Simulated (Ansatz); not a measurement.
A relaxed cell of Mg is given with its symmetry left out. The cell was found from a structure generator's guess, not taken from experiment.

Method: Ansatz 0.2.0, DFT PBE, scalar-relativistic, plane waves, PAW. Cutoff 420 eV, Γ-centred mesh, Gaussian smearing, no spin polarisation.

```cif
data_structure
_symmetry_space_group_name_H-M 'P 1'
_symmetry_Int_Tables_number 1
_cell_length_a 4.9251
_cell_length_b 4.9251
_cell_length_c 4.9251
_cell_angle_alpha 60.000
_cell_angle_beta 60.000
_cell_angle_gamma 60.000
_cell_volume 84.48
loop_
_atom_site_label
_atom_site_type_symbol
_atom_site_fract_x
_atom_site_fract_y
_atom_site_fract_z
_atom_site_occupancy
Mg1 Mg 0.25000 0.25000 0.25000 1
Mg2 Mg 0.75000 0.75000 0.75000 1
Mg3 Mg 0.50000 0.50000 0.50000 1
```

Energies count from the standard state of Mg at the same level.

**Question.** What space group does it have?

**Answer.** Fm-3m (No. 225). Conventional cell: a = 6.965 Å. Around Mg on a site of symmetry -43m lie 4 Mg at 3.02 Å and 6 Mg at 3.48 Å; around Mg on a site of symmetry m-3m lie 8 Mg at 3.02 Å.

**Question.** How far does it lie from the standard state of Mg?

**Answer.** +0.29 eV/atom. So it is a metastable form at best.

**Question.** Is it a metal?

**Answer.** Yes, bands cross the Fermi level on the 12×12×12 mesh.

The last run used a 12×12×12 mesh for its 3-atom cell and Gaussian smearing of 0.10 eV. Symmetry constrained the relaxation, so the result can be a saddle point.
